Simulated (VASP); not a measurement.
# MgSi (P4/mmm) in VASP: single point with PBEsol+D3(BJ)

Aim: the single point of MgSi with PBEsol+D3(BJ).

Program: VASP 6.6.1. These are calculated values, not measurements. Logs are shortened: lines on timing, memory, paths and dates and some standing lists are left out, and cuts for length are marked.

## 1. The structure

It takes space group P4/mmm (No. 123, tetragonal). Conventional cell: a = 2.908 Å, b = 2.908 Å, c = 4.103 Å, α = 90.00°, β = 90.00°, γ = 90.00°. Mg (site symmetry 4/mmm) has 8 Si at 2.90 Å and 4 Mg at 2.91 Å as nearest neighbours. Around Si (site symmetry 4/mmm) lie 8 Mg at 2.90 Å and 4 Si at 2.91 Å.

The cell comes from a database or a generator and needn't be the stable form of this composition.

## 2. Single point, PBEsol+D3(BJ)

File INCAR:

```
PREC     = Accurate       # precision mode
ENCUT    = 520            # plane-wave cutoff, eV
EDIFF    = 1E-6           # SCF threshold, eV
ISMEAR   = 1              # smearing method
SIGMA    = 0.1            # smearing width, eV
LREAL    = F              # projectors in reciprocal space
LASPH    = T              # aspherical terms in the spheres
NELM     = 60             # most SCF steps
ALGO     = Normal         # electronic algorithm
ISIF     = 2              # what is computed and relaxed
LWAVE    = F              # write WAVECAR
LCHARG   = F              # write CHGCAR
GGA      = PS             # functional
IVDW     = 12             # dispersion correction
NBANDS   = 10             # bands
```

File KPOINTS:

```
Automatic mesh
0
Gamma
  6 6 5
  0.5 0.5 0.5
```

File POSCAR:

```
MgSi
1.0
    2.9083940000      0.0000000000      0.0000000000
    0.0000000000      2.9083940000      0.0000000000
    0.0000000000      0.0000000000      4.1034270000
Mg Si
1 1
Direct
    0.0000000000      0.0000000000      0.0000000000
    0.5000000000      0.5000000000      0.5000000000
```

Potentials or basis: VASP PAW PBE potentials, release 64 (Mg, Si).

Launch:

```sh
$ cat potpaw_PBE.64/Mg/POTCAR potpaw_PBE.64/Si/POTCAR > POTCAR
$ mpirun -np 1 vasp_std > vasp.out
```

OUTCAR:

```text
PREC = Accurate
   ENCUT = 520
   EDIFF = 1E-6
   ISMEAR = 1
   LREAL = F
   LASPH = T
   NELM = 60
   ISIF = 2
   GGA = PS
   IVDW = 12
 IVDW          = 12

 ion  position               nearest neighbor table
   1  0.000  0.000  0.000-   2 2.90   2 2.90   2 2.90   2 2.90   2 2.90   2 2.90   2 2.90   2 2.90

   2  0.500  0.500  0.500-   1 2.90   1 2.90   1 2.90   1 2.90   1 2.90   1 2.90   1 2.90   1 2.90

  LATTYP: Found a simple tetragonal cell.
 ALAT       =     2.9083940000
 C/A-ratio  =     1.4108910278

  Lattice vectors:

 A1 = (   2.9083940000,   0.0000000000,   0.0000000000)
 A2 = (   0.0000000000,   2.9083940000,   0.0000000000)
 A3 = (   0.0000000000,   0.0000000000,   4.1034270000)

Analysis of symmetry for initial positions (statically):
=====================================================================
 Subroutine PRICEL returns:
 Original cell was already a primitive cell.

 Routine SETGRP: Setting up the symmetry group for a
 simple tetragonal supercell.

 Subroutine GETGRP returns: Found 16 space group operations
 (whereof 16 operations were pure point group operations)
 out of a pool of 16 trial point group operations.

The static configuration has the point symmetry D_4h.

Analysis of symmetry for dynamics (positions and initial velocities):
=====================================================================
 Subroutine PRICEL returns:
 Original cell was already a primitive cell.

 Routine SETGRP: Setting up the symmetry group for a
 simple tetragonal supercell.

 Subroutine GETGRP returns: Found 16 space group operations
 (whereof 16 operations were pure point group operations)
 out of a pool of 16 trial point group operations.

The dynamic configuration has the point symmetry D_4h.

 Subroutine INISYM returns: Found 16 space group operations
 (whereof 16 operations are pure point group operations),
 and found     1 'primitive' translations

----------------------------------------------------------------------------------------

                                     Primitive cell

  volume of cell :      34.7099

  direct lattice vectors                    reciprocal lattice vectors
     2.908394000  0.000000000  0.000000000     0.343832369  0.000000000  0.000000000
     0.000000000  2.908394000  0.000000000     0.000000000  0.343832369  0.000000000
     0.000000000  0.000000000  4.103427000     0.000000000  0.000000000  0.243698743

  length of vectors
     2.908394000  2.908394000  4.103427000     0.343832369  0.343832369  0.243698743

  position of ions in fractional coordinates (direct lattice)
     0.000000000  0.000000000  0.000000000
     0.500000000  0.500000000  0.500000000

  ion indices of the primitive-cell ions
   primitive index   ion index
                 1           1
                 2           2

----------------------------------------------------------------------------------------

 KPOINTS: Automatic mesh

Automatic generation of k-mesh.
 Grid dimensions read from file:
 generate k-points for:    6    6    5

 Generating k-lattice:

  Cartesian coordinates                     Fractional coordinates (reciprocal lattice)
     0.057305395  0.000000000  0.000000000     0.166666667  0.000000000  0.000000000
     0.000000000  0.057305395  0.000000000     0.000000000  0.166666667  0.000000000
     0.000000000  0.000000000  0.048739749     0.000000000  0.000000000  0.200000000

  Length of vectors
     0.057305395  0.057305395  0.048739749

  Shift w.r.t. Gamma in fractional coordinates (k-lattice)
     0.500000000  0.500000000  0.500000000

 Subroutine IBZKPT returns following result:
 ===========================================

 Found     18 irreducible k-points:

 Following reciprocal coordinates:
            Coordinates               Weight
  0.083333  0.083333  0.100000      8.000000
  0.250000  0.083333  0.100000     16.000000
  0.416667  0.083333  0.100000     16.000000
  0.250000  0.250000  0.100000      8.000000
  0.416667  0.250000  0.100000     16.000000
  0.416667  0.416667  0.100000      8.000000
[... 10 lines left out ...]
  0.416667  0.250000  0.500000      8.000000
  0.416667  0.416667  0.500000      4.000000
   k-points           NKPTS =     18   k-points in BZ     NKDIM =     18   number of bands    NBANDS=     10
   number of dos      NEDOS =    301   number of ions     NIONS =      2
   total plane-waves  NPLWV =  18432
   dimension x,y,z NGX =    24 NGY =   24 NGZ =   32
   dimension x,y,z NGXF=    48 NGYF=   48 NGZF=   64
   ions per type =               1   1
   NGX,Y,Z   is equivalent  to a cutoff of  13.72, 13.72, 12.96 a.u.
   NGXF,Y,Z  is equivalent  to a cutoff of  27.44, 27.44, 25.93 a.u.
 SYSTEM =  unknown system
   PREC   = accura    normal or accurate (medium, high low for compatibility)
   ISTART =      0    job   : 0-new  1-cont  2-samecut
   ICHARG =      2    charge: 1-file 2-atom 10-const
   ISPIN  =      1    spin polarized calculation?
   LNONCOLLINEAR =      F non collinear calculations
   LSORBIT =      F    spin-orbit coupling
   LASPH  =      T    aspherical Exc in radial PAW
   ENCUT  =  520.0 eV  38.22 Ry    6.18 a.u.   5.41  5.41  7.63*2*pi/ulx,y,z
   NELM   =     60;   NELMIN=  2; NELMDL= -5     # of ELM steps
   EDIFF  = 0.1E-05   stopping-criterion for ELM
   LREAL  =      F    real-space projection
   EDIFFG = 0.1E-04   stopping-criterion for IOM
   NSW    =      0    number of steps for IOM
   IBRION =     -1    ionic relax: 0-MD 1-quasi-New 2-CG
   NFREE  =      0    steps in history (QN), initial steepest desc. (CG)
   ISIF   =      2    stress and relaxation
   ISYM   =      2    0-nonsym 1-usesym 2-fastsym
   POTIM  = 0.5000    time-step for ionic-motion
   TEBEG  =    0.0;   TEEND  =   0.0 temperature during run
   PSTRESS=    0.0 pullay stress
   NELECT =       6.0000    total number of electrons
   NUPDOWN=      -1.0000    fix difference up-down
   EMIN   =  10.00;   EMAX   =-10.00  energy-range for DOS
   EFERMI =   0.00;   METHOD = LEGACY
   ISMEAR =     1;   SIGMA  =   0.10  broadening in eV -4-tet -1-fermi 0-gaus
   EFERMI_NEDOS =   21; number of points for ismear=-14 and -15
   IALGO  =     38    algorithm
   IMIX   =      4    mixing-type and parameters
     AMIX     =   0.40;   BMIX     =  1.00
     AMIX_MAG =   1.60;   BMIX_MAG =  1.00
  volume/ion in A,a.u.               =      17.35       117.12
  Fermi-wavevector in a.u.,A,eV,Ry     =   0.911957  1.723348 11.315488  0.831665
  Thomas-Fermi vector in A             =   2.036296
   LORBIT       =      0    0 simple, 1 ext, 2 COOP (PROOUT), +10 PAW based schemes
   GGA     = PS    functional components
   LHFCALC =     F    Hartree Fock is set to
   AEXX    =    0.0000 exact exchange contribution
   IVDW    =    12    specifies the selected vdW correction
   LEPSILON=     F    determine dielectric tensor
   LRPA    =     F    only Hartree local field effects (RPA)
 non-spin polarized calculation
 Methfessel and Paxton  Order N= 1 SIGMA  =   0.10
  energy-cutoff  :      520.00
  volume of cell :       34.71
 maximum number of plane-waves:       946
 NGX is ok and might be reduce to    24
   NGX = 11   NGY = 11   NGZ = 15

 number of electron       6.0000000 magnetization

 Free energy of the ion-electron system (eV)
  ---------------------------------------------------
  ext. energy  EPLUGINS =         0.00000000
  ---------------------------------------------------
  free energy    TOTEN  =        -7.34046116 eV

  energy without entropy =       -7.34194169  energy(sigma->0) =       -7.34095467

 E-fermi :   5.9269     XC(G=0):  -9.9636

 val. band max:        5.8395337963   @ k =   0.2500   0.2500   0.5000
 cond. band min:       6.0475303226   @ k =   0.2500   0.2500   0.1000
 fundamental gap:      0.2079965263
 Fermi energy:         5.9269209107

 k-point     1 :       0.0833    0.0833    0.1000
  band No.  band energies     occupation
      1      -4.8315      2.00000
      2       2.6236      2.00000
      3       6.3521     -0.00000
      4       8.5970      0.00000
      5       9.3979      0.00000
      6      13.8448      0.00000
      7      15.8240      0.00000
      8      16.1232      0.00000
      9      16.5159      0.00000
     10      18.7142      0.00000

 k-point     2 :       0.2500    0.0833    0.1000
  band No.  band energies     occupation
      1      -3.9088      2.00000
      2       3.4782      2.00000
      3       4.6703      2.00000
      4       7.2524     -0.00000
      5       9.8648      0.00000
      6      12.0039      0.00000
      7      15.0115      0.00000
      8      15.7245      0.00000
      9      17.4340      0.00000
     10      18.3092      0.00000

 k-point     3 :       0.4167    0.0833    0.1000
  band No.  band energies     occupation
      1      -2.2088      2.00000
      2       1.2404      2.00000
      3       4.9849      2.00000
      4       8.5888      0.00000
      5       9.0772      0.00000
      6      11.1567      0.00000
      7      12.2139      0.00000
      8      15.3027      0.00000
      9      17.1757      0.00000
     10      18.7445      0.00000

 k-point     4 :       0.2500    0.2500    0.1000
  band No.  band energies     occupation
      1      -2.9919      2.00000
      2       4.3293      2.00000
      3       5.0905      2.00000
      4       6.0475     -0.07081
      5       8.1583      0.00000
      6      12.4672      0.00000
      7      13.1261      0.00000
      8      14.1698      0.00000
      9      15.5547      0.00000
     10      17.5516      0.00000
[... 144 lines left out ...]
 k-point    16 :       0.2500    0.2500    0.5000
  band No.  band energies     occupation
      1      -2.0846      2.00000
      2       1.0390      2.00000
      3       5.8395      2.01321
      4       6.8736     -0.00000
      5       9.2186      0.00000
      6      10.1958      0.00000
      7      14.7629      0.00000
      8      15.4749      0.00000
      9      16.9318      0.00000
     10      19.0142      0.00000

 k-point    17 :       0.4167    0.2500    0.5000
  band No.  band energies     occupation
      1      -0.4329      2.00000
      2       2.6900      2.00000
      3       2.9300      2.00000
      4       6.2642     -0.00002
      5       7.8519     -0.00000
      6      11.1011      0.00000
      7      11.7587      0.00000
      8      15.2120      0.00000
      9      17.5653      0.00000
     10      18.3325      0.00000

 k-point    18 :       0.4167    0.4167    0.5000
  band No.  band energies     occupation
      1       1.2704      2.00000
      2       4.0521      2.00000
      3       4.3030      2.00000
      4       4.7617      2.00000
      5       7.4895     -0.00000
      6       7.9407      0.00000
      7       8.6046      0.00000
      8      12.3566      0.00000
      9      18.7107      0.00000
     10      19.9821      0.00000

------------------------ aborting loop because EDIFF is reached ----------------------------------------

 Edisp (eV)   -0.65481

 E8    (eV) :    -0.4251

  FORCE on cell =-STRESS in cart. coord.  units (eV):
  Direction    XX          YY          ZZ          XY          YZ          ZX
  --------------------------------------------------------------------------------------
  -------------------------------------------------------------------------------------
  Total      -0.97656    -0.97656    -1.79275     0.00000     0.00000     0.00000
  in kB     -45.07734   -45.07734   -82.75185     0.00000     0.00000     0.00000
  external pressure =      -57.64 kB  Pullay stress =        0.00 kB

 VOLUME and BASIS-vectors are now :
 -----------------------------------------------------------------------------
  energy-cutoff  :      520.00
  volume of cell :       34.71
      direct lattice vectors                 reciprocal lattice vectors
     2.908394000  0.000000000  0.000000000     0.343832369  0.000000000  0.000000000
     0.000000000  2.908394000  0.000000000     0.000000000  0.343832369  0.000000000
     0.000000000  0.000000000  4.103427000     0.000000000  0.000000000  0.243698743

 POSITION                                       TOTAL-FORCE (eV/Angst)
 -----------------------------------------------------------------------------------
      0.00000      0.00000      0.00000         0.000000      0.000000      0.000000
      1.45420      1.45420      2.05171         0.000000      0.000000      0.000000
 -----------------------------------------------------------------------------------
    total drift:                               -0.000000     -0.000000     -0.000000

  FREE ENERGIE OF THE ION-ELECTRON SYSTEM (eV)
  ---------------------------------------------------
  free  energy   TOTEN  =        -7.9952710695 eV

  energy  without entropy=       -7.9967516007  energy(sigma->0) =       -7.99576458
```

Run time: 7 s. Hardware: 1 thread of Intel Xeon Platinum 8259CL at 2.50GHz (Skylake/Cascade Lake), shared host; peak memory 0.16 GiB.

What came out:

| Quantity | Value |
| --- | --- |
| Free energy | -7.9953 eV |
| Pressure | -5.8 GPa |
| Band gap on the k mesh | none (metal or under the smearing width) |
| Dispersion energy per atom | -0.327 eV |

Stress tensor (GPa, compression positive):
```
-4.51  0.00  0.00
 0.00 -4.51  0.00
 0.00  0.00 -8.28
```

Caveat: the k mesh is coarse (spacing up to 0.36 Å⁻¹), so the values aren't converged; the PAW data sets were made with another functional, which shifts forces and pressure a little; pairwise dispersion overbinds metals, which lowers pressure and volume.
